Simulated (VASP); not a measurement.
# C (P6_3/mmc) in VASP: a series of runs

Runs on C. Level: PBE+D3(BJ). Tasks: relaxation of cell and atoms, vibrations by finite differences.

Program: VASP 6.6.1. These are calculated values, not measurements. Logs are shortened: lines on timing, memory, paths and dates and some standing lists are left out, and cuts for length are marked.

## Step 1: Starting point

The structure is hexagonal, space group P6_3/mmc (No. 194). Conventional cell: a = 2.467 Å, b = 2.467 Å, c = 7.803 Å, α = 90.00°, β = 90.00°, γ = 120.00°. C (site symmetry -6m2) is surrounded by 3 C at 1.42 Å. C (site symmetry -6m2) is surrounded by 3 C at 1.42 Å.

## Step 2: Relaxation of cell and atoms, PBE+D3(BJ)

INCAR

```
  ALGO = Fast
  EDIFF = 1E-7
  EDIFFG = -0.002
  ENCUT = 900
  GGA = PE
  IBRION = 2
  ISIF = 3
  ISMEAR = 0
  IVDW = 12
  KPAR = 4
  LASPH = True
  LCHARG = False
  LREAL = False
  LWAVE = False
  NELM = 80
  NSW = 80
  PREC = Accurate
  SIGMA = 0.02
```

KPOINTS

```
k-points
0
Gamma
  15 15 4
```

POSCAR

```
C
1.0
    2.4672912600      0.0000000000      0.0000000000
   -1.2336456300      2.1367369100      0.0000000000
    0.0000000000      0.0000000000      7.8030730000
C
4
Direct
    0.0000000000      0.0000000000      0.2500000000
    0.0000000000      0.0000000000      0.7500000000
    0.3333333300      0.6666666700      0.2500000000
    0.6666666700      0.3333333300      0.7500000000
```

Potentials or basis: VASP PAW PBE potentials, release 64 (C_h).

Run with:

```sh
$ cat potpaw_PBE.64/C_h/POTCAR > POTCAR
$ mpirun -np 4 vasp_std > vasp.out
```

OUTCAR:

```text
EDIFF = 1E-7
   EDIFFG = -0.002
   ENCUT = 900
   GGA = PE
   IBRION = 2
   ISIF = 3
   ISMEAR = 0
   IVDW = 12
   LASPH = True
   LREAL = False
   NELM = 80
   NSW = 80
   PREC = Accurate
 IVDW          = 12

 ion  position               nearest neighbor table
   1  0.000  0.000  0.250-   3 1.42   3 1.42   3 1.42
   2  0.000  0.000  0.750-   4 1.42   4 1.42   4 1.42
   3  0.333  0.667  0.250-   1 1.42   1 1.42   1 1.42
   4  0.667  0.333  0.750-   2 1.42   2 1.42   2 1.42

  LATTYP: Found a hexagonal cell.
 ALAT       =     2.4672912600
 C/A-ratio  =     3.1626071581

  Lattice vectors:

 A1 = (   2.4672912600,   0.0000000000,   0.0000000000)
 A2 = (  -1.2336456300,   2.1367369100,   0.0000000000)
 A3 = (   0.0000000000,   0.0000000000,   7.8030730000)

Analysis of symmetry for initial positions (statically):
=====================================================================
 Subroutine PRICEL returns:
 Original cell was already a primitive cell.

 Routine SETGRP: Setting up the symmetry group for a
 hexagonal supercell.

 Subroutine GETGRP returns: Found 24 space group operations
 (whereof 12 operations were pure point group operations)
 out of a pool of 24 trial point group operations.

The static configuration has the point symmetry D_3d.
 The point group associated with its full space group is D_6h.

Analysis of symmetry for dynamics (positions and initial velocities):
=====================================================================
 Subroutine PRICEL returns:
 Original cell was already a primitive cell.

 Routine SETGRP: Setting up the symmetry group for a
 hexagonal supercell.

 Subroutine GETGRP returns: Found 24 space group operations
 (whereof 12 operations were pure point group operations)
 out of a pool of 24 trial point group operations.

The dynamic configuration has the point symmetry D_3d.
 The point group associated with its full space group is D_6h.

 Subroutine INISYM returns: Found 24 space group operations
 (whereof 12 operations are pure point group operations),
 and found     1 'primitive' translations

----------------------------------------------------------------------------------------

                                     Primitive cell

  volume of cell :      41.1374

  direct lattice vectors                    reciprocal lattice vectors
     2.467291260  0.000000000  0.000000000     0.405302777  0.234001668  0.000000000
    -1.233645630  2.136736910  0.000000000     0.000000000  0.468003335  0.000000000
     0.000000000  0.000000000  7.803073000     0.000000000  0.000000000  0.128154639

  length of vectors
     2.467291260  2.467291260  7.803073000     0.468003335  0.468003335  0.128154639

  position of ions in fractional coordinates (direct lattice)
     0.000000000  0.000000000  0.250000000
     0.000000000  0.000000000  0.750000000
     0.333333330  0.666666670  0.250000000
     0.666666670  0.333333330  0.750000000

  ion indices of the primitive-cell ions
   primitive index   ion index
                 1           1
                 2           2
                 3           3
                 4           4

----------------------------------------------------------------------------------------

 KPOINTS: k-points

Automatic generation of k-mesh.
 Grid dimensions read from file:
 generate k-points for:   15   15    4

 Generating k-lattice:

  Cartesian coordinates                     Fractional coordinates (reciprocal lattice)
     0.027020185  0.015600111  0.000000000     0.066666667  0.000000000  0.000000000
     0.000000000  0.031200222  0.000000000     0.000000000  0.066666667  0.000000000
     0.000000000  0.000000000  0.032038660     0.000000000  0.000000000  0.250000000

  Length of vectors
     0.031200222  0.031200222  0.032038660

  Shift w.r.t. Gamma in fractional coordinates (k-lattice)
     0.000000000  0.000000000  0.000000000

 Subroutine IBZKPT returns following result:
 ===========================================

 Found     81 irreducible k-points:

 Following reciprocal coordinates:
            Coordinates               Weight
  0.000000  0.000000  0.000000      1.000000
  0.066667  0.000000  0.000000      6.000000
  0.133333  0.000000  0.000000      6.000000
  0.200000  0.000000  0.000000      6.000000
  0.266667  0.000000  0.000000      6.000000
  0.333333  0.000000  0.000000      6.000000
[... 16 lines left out ...]
  0.333333  0.200000  0.000000     12.000000
  0.400000  0.200000  0.000000      6.000000
 [... further k-points ...]
   k-points           NKPTS =     81   k-points in BZ     NKDIM =     81   number of bands    NBANDS=     12
   number of dos      NEDOS =    301   number of ions     NIONS =      4
   total plane-waves  NPLWV =  46080
   dimension x,y,z NGX =    24 NGY =   24 NGZ =   80
   dimension x,y,z NGXF=    48 NGYF=   48 NGZF=  160
   ions per type =               4
   NGX,Y,Z   is equivalent  to a cutoff of  16.17, 16.17, 17.04 a.u.
   NGXF,Y,Z  is equivalent  to a cutoff of  32.34, 32.34, 34.09 a.u.
 SYSTEM =  unknown system
   PREC   = accura    normal or accurate (medium, high low for compatibility)
   ISTART =      0    job   : 0-new  1-cont  2-samecut
   ICHARG =      2    charge: 1-file 2-atom 10-const
   ISPIN  =      1    spin polarized calculation?
   LNONCOLLINEAR =      F non collinear calculations
   LSORBIT =      F    spin-orbit coupling
   LASPH  =      T    aspherical Exc in radial PAW
   ENCUT  =  900.0 eV  66.15 Ry    8.13 a.u.   6.04  6.04 19.09*2*pi/ulx,y,z
   NELM   =     80;   NELMIN=  2; NELMDL= -5     # of ELM steps
   EDIFF  = 0.1E-06   stopping-criterion for ELM
   LREAL  =      F    real-space projection
   EDIFFG = -.2E-02   stopping-criterion for IOM
   NSW    =     80    number of steps for IOM
   IBRION =      2    ionic relax: 0-MD 1-quasi-New 2-CG
   NFREE  =      1    steps in history (QN), initial steepest desc. (CG)
   ISIF   =      3    stress and relaxation
   ISYM   =      2    0-nonsym 1-usesym 2-fastsym
   POTIM  = 0.5000    time-step for ionic-motion
   TEBEG  =    0.0;   TEEND  =   0.0 temperature during run
   PSTRESS=    0.0 pullay stress
   NELECT =      16.0000    total number of electrons
   NUPDOWN=      -1.0000    fix difference up-down
   EMIN   =  10.00;   EMAX   =-10.00  energy-range for DOS
   EFERMI =   0.00;   METHOD = LEGACY
   ISMEAR =     0;   SIGMA  =   0.02  broadening in eV -4-tet -1-fermi 0-gaus
   EFERMI_NEDOS =   21; number of points for ismear=-14 and -15
   IALGO  =     68    algorithm
   IMIX   =      4    mixing-type and parameters
     AMIX     =   0.40;   BMIX     =  1.00
     AMIX_MAG =   1.60;   BMIX_MAG =  1.00
  volume/ion in A,a.u.               =      10.28        69.40
  Fermi-wavevector in a.u.,A,eV,Ry     =   1.195003  2.258229 19.429568  1.428033
  Thomas-Fermi vector in A             =   2.330979
   LORBIT       =      0    0 simple, 1 ext, 2 COOP (PROOUT), +10 PAW based schemes
   GGA     = PE    functional components
   LHFCALC =     F    Hartree Fock is set to
   AEXX    =    0.0000 exact exchange contribution
   IVDW    =    12    specifies the selected vdW correction
   LEPSILON=     F    determine dielectric tensor
   LRPA    =     F    only Hartree local field effects (RPA)
 conjugate gradient relaxation of ions
 non-spin polarized calculation
 RMM-DIIS sequential band-by-band and
 Gauss-broadening in eV      SIGMA  =   0.02
  energy-cutoff  :      900.00
  volume of cell :       41.14
 maximum number of plane-waves:      2574
   NGX = 13   NGY = 13   NGZ = 39

--------------------------------------- Ionic step        1  -------------------------------------------

 number of electron      16.0000001 magnetization

 Free energy of the ion-electron system (eV)
  ---------------------------------------------------
  ext. energy  EPLUGINS =         0.00000000
  ---------------------------------------------------
  free energy    TOTEN  =       -36.96669000 eV

  energy without entropy =      -36.96644086  energy(sigma->0) =      -36.96656543

------------------------ aborting loop because EDIFF is reached ----------------------------------------

 Edisp (eV)   -0.52304

 E8    (eV) :    -0.1459
[... 111 lines left out ...]
  FREE ENERGIE OF THE ION-ELECTRON SYSTEM (eV)
  ---------------------------------------------------
  free  energy   TOTEN  =       -37.4920340671 eV

  energy  without entropy=      -37.4917851218  energy(sigma->0) =      -37.49190959

 E-fermi :   4.9228     XC(G=0):  -9.9865

 val. band max:        4.9210694206   @ k =   0.3333   0.3333   0.5000
 cond. band min:       4.9233027042   @ k =   0.3333   0.3333   0.2500
 fundamental gap:      0.0022332836
 Fermi energy:         4.9228348302

 k-point     1 :       0.0000    0.0000    0.0000
  band No.  band energies     occupation
      1     -14.7198      2.00000
      2     -14.5367      2.00000
      3      -3.3890      2.00000
      4      -1.9665      2.00000
      5       1.8864      2.00000
      6       1.8864      2.00000
      7       1.8958      2.00000
      8       1.8958      2.00000
      9       8.7428      0.00000
     10      13.2776      0.00000
     11      13.2869      0.00000
     12      14.1075      0.00000
[... 331 lines left out ...]
 k-point    24 :       0.4000    0.2000    0.0000
  band No.  band energies     occupation
      1      -8.7880      2.00000
      2      -8.7258      2.00000
      3      -7.7953      2.00000
      4      -7.7546      2.00000
      5      -3.9619      2.00000
      6      -3.9030      2.00000
      7       3.1477      2.00000
      8       3.6193      2.00000
      9       6.2215      0.00000
     10       6.3618      0.00000
     11      15.5628      0.00000
     12      16.0519      0.00000

 [... further k-points ...]

[... ionic steps 4 to 12 ...]

--------------------------------------- Ionic step       13  -------------------------------------------

 number of electron      16.0000000 magnetization

------------------------ aborting loop because EDIFF is reached ----------------------------------------
[... 79 lines left out ...]
--------------------------------------- Ionic step       15  -------------------------------------------

 number of electron      16.0000000 magnetization

 Free energy of the ion-electron system (eV)
  ---------------------------------------------------
  ext. energy  EPLUGINS =         0.00000000
  ---------------------------------------------------
  free energy    TOTEN  =       -36.91750931 eV

  energy without entropy =      -36.91730894  energy(sigma->0) =      -36.91740912

 E-fermi :   5.4556     XC(G=0): -10.4018

 val. band max:        5.4537684111   @ k =   0.3333   0.3333   0.5000
 cond. band min:       5.4561704799   @ k =   0.3333   0.3333   0.2500
 fundamental gap:      0.0024020688
 Fermi energy:         5.4555877983

 k-point     1 :       0.0000    0.0000    0.0000
  band No.  band energies     occupation
      1     -14.2002      2.00000
      2     -13.9016      2.00000
      3      -3.0568      2.00000
      4      -1.0952      2.00000
      5       2.4321      2.00000
      6       2.4321      2.00000
      7       2.4503      2.00000
      8       2.4503      2.00000
      9       9.7364      0.00000
     10      13.7925      0.00000
     11      13.7925      0.00000
     12      13.8441      0.00000
[... 331 lines left out ...]
 k-point    24 :       0.4000    0.2000    0.0000
  band No.  band energies     occupation
      1      -8.2527      2.00000
      2      -8.1477      2.00000
      3      -7.2355      2.00000
      4      -7.1685      2.00000
      5      -3.4176      2.00000
      6      -3.3152      2.00000
      7       3.5554      2.00000
      8       4.2185      2.00000
      9       6.8174      0.00000
     10       6.9501      0.00000
     11      15.9855      0.00000
     12      16.6470      0.00000

 [... further k-points ...]

------------------------ aborting loop because EDIFF is reached ----------------------------------------

 Edisp (eV)   -0.62501

 E8    (eV) :    -0.1771
[... 27 lines left out ...]
  FREE ENERGIE OF THE ION-ELECTRON SYSTEM (eV)
  ---------------------------------------------------
  free  energy   TOTEN  =       -37.5425206638 eV

  energy  without entropy=      -37.5423202991  energy(sigma->0) =      -37.54242048

 reached required accuracy - stopping structural energy minimisation
```

It took 2.6 min on 4 MPI ranks of Intel Xeon Platinum 8488C (Sapphire Rapids), shared host; peak memory 0.25 GiB.

Results:

| Quantity | Value |
| --- | --- |
| Free energy | -37.5425 eV |
| Relaxed volume | 8.83 Å³/atom |
| Relaxed cell | a = 2.464 Å, b = 2.464 Å, c = 6.713 Å, α = 90.00°, β = 90.00°, γ = 120.00° |
| Space group after relaxing (to 0.05 Å) | P6_3/mmc (No. 194) |
| Energy gained by relaxing | 13.2 meV/atom |
| Ionic steps | 15 |
| Pressure after relaxing | 0.0 GPa |
| Band gap on the k mesh | none (metal or under the smearing width) |
| Dispersion energy per atom | -0.156 eV |

The path:
| step | energy change (eV) | largest force (eV/Å) | pressure (GPa) | volume (Å³) |
| --- | --- | --- | --- | --- |
| 1 | 0.0000 | 0.0000 | -1.48 | 41.14 |
| 2 | -0.0021 | 0.0000 | 1.23 | 40.57 |
| 3 | -0.0023 | 0.0000 | 0.64 | 40.69 |
| 4 | -0.0043 | 0.0000 | 0.64 | 40.54 |
| 5 | -0.0103 | 0.0000 | 0.63 | 40.10 |
| 6 | -0.0217 | 0.0000 | 0.62 | 39.21 |
| 7 | -0.0412 | 0.0000 | 0.63 | 37.43 |
| 8 | -0.0451 | 0.0000 | 1.25 | 33.86 |
| 9 | -0.0518 | 0.0000 | 0.77 | 35.76 |
| 10 | -0.0525 | 0.0000 | 0.87 | 35.19 |
| 11 | -0.0467 | 0.0000 | -3.95 | 35.75 |
| 12 | -0.0528 | 0.0000 | 0.00 | 35.29 |
| 13 | -0.0528 | 0.0000 | 0.01 | 35.29 |
| 14 | -0.0528 | 0.0000 | 0.02 | 35.29 |
| 15 | -0.0528 | 0.0000 | 0.02 | 35.31 |

Final structure:
```yaml
crystal:
  lattice:
    - [2.46442, 0.00000, 0.00000]
    - [-1.23221, 2.13425, 0.00000]
    - [0.00000, 0.00000, 6.71347]
  atoms:
    - { symbol: C, position: [0.00000, 0.00000, 0.25000] }
    - { symbol: C, position: [0.00000, 0.00000, 0.75000] }
    - { symbol: C, position: [0.33333, 0.66667, 0.25000] }
    - { symbol: C, position: [0.66667, 0.33333, 0.75000] }
```

Caveat: the cutoff is under 1.25 times the usual one of these potentials, so pressure, stress and relaxed cells hold a basis-set (Pulay) error.

[end of part 1 of 3]
